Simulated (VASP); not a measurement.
Wanted: the native input for a VASP 6.6.1 run.

```yaml
Task: single point
Functional: PBEsol
Potentials_or_basis: VASP PAW PBE potentials, release 64 (Si, C)
Cutoff: 450 eV
k_mesh: 3 × 4 × 4
Occupations: gaussian, width 0.03 eV
Spin: collinear spin, ferromagnetic start
Starting_moments: "[0.75, 0.75, 0.75, 0.0, 0.75, 0.0, 0.0, 0.0, 0.0, 0.0, 0.0, 0.0, 0.0, 0.0, 0.0, 0.0, 0.0, 0.0, 0.0, 0.0, 0.0, 0.0, 0.0] μB"
Fixed_moment: 3 μB
Dq: 1
Further_INCAR_settings: LREAL = Auto; ALGO = Normal; EDIFF = 1e-05; NBANDS = 67; ISYM = 0; NELECT = 91.0
```

The structure of Si12C11 (a cell with a defect) lies in POSCAR:

```
Si12C11                                 
1.0
    0.0000000000      6.5370000000      6.5370000000
    4.3580000000      0.0000000000      4.3580000000
    4.3580000000      4.3580000000      0.0000000000
  Si              C             
    12    11
Direct
     0.0017990918627061    0.0018773574579916    0.9994365418183515
     0.9981027245549593    0.0053925099606983    0.4970146164520678
     0.9987297159206194    0.4977875240226051    0.0031297528214162
     0.9992741857748999    0.5020622464261663    0.4995524309055208
     0.3286703565331477    0.0030346075704642    0.9989390030208382
     0.3316421649909945    0.0034524318914372    0.4985578761504822
     0.3317865426292179    0.5014641321735448    0.0004753592175871
     0.3315318153469993    0.5026365621988315    0.4989353932258861
     0.6662345890533837    0.0015831980604618    0.9994994287576118
     0.6654330524209754    0.0030016915014399    0.4999543840560621
     0.6654888621368094    0.5024556511677367    0.0002256518329011
     0.6653796664528595    0.5019922476489574    0.4993657809263254
     0.0838229497581973    0.1283906060325823    0.6228654448698004
     0.0838759272180467    0.6252693998941484    0.1256915701889347
     0.0828851610951662    0.6266562764201560    0.6240174588421560
     0.4159951943256864    0.1268339707444072    0.1240803979949582
     0.4170681975943304    0.1274864083467830    0.6216104935301203
     0.4169728671002999    0.6256541141134876    0.1237431337291734
     0.4162333820218707    0.6270469591735247    0.6239745756523822
     0.7518459310420176    0.1266338813185318    0.1241913485054456
     0.7484699681790494    0.1274389011613754    0.6251921249400201
     0.7487279317912289    0.6272372928816995    0.1248286804981470
     0.7499087221965469    0.6267560298329863    0.6240485520638188
```

The input as run:

INCAR

```
PREC = Accurate
ENCUT = 450
EDIFF = 1E-5
ISMEAR = 0
SIGMA = 0.03
LREAL = Auto
LASPH = T
NELM = 120
ALGO = Normal
ISIF = 2
LWAVE = F
LCHARG = F
ISPIN = 2
MAGMOM = 0.75 0.75 0.75 0 0.75 0 0 0 0 0 0 0 0 0 0 0 0 0 0 0 0 0 0
LORBIT = 11
NUPDOWN = 3
GGA = PS
NBANDS = 67
NELECT = 91.0
ISYM = 0
KPAR = 4
```

KPOINTS

```
regular mesh
0
Gamma
  3 4 4
```

Potentials or basis: VASP PAW PBE potentials, release 64 (Si, C).

Run with:

```bash
$ cat potpaw_PBE.64/Si/POTCAR potpaw_PBE.64/C/POTCAR > POTCAR
$ mpirun -np 4 vasp_std > vasp.out
```

Results of the run:

The largest force is 0.181 eV/Å and the net moment is 3.00 μB per cell. The site moments are Si +0.12, +0.13, +0.01, +0.15, +0.03; C +0.06, +0.07 μB. The valence electrons inside the program's atomic spheres are Si 1.60, 1.61, 1.67, 1.66; C 2.50, 2.49, 2.51.

Caveat: the PAW data sets were made with another functional, which shifts forces and pressure a little; the total moment is fixed, so each spin has its own Fermi level.

It took 12 min on 4 MPI ranks on AMD EPYC 7R13 Processor (Zen 3) (shared host), peak memory 0.73 GiB a rank.
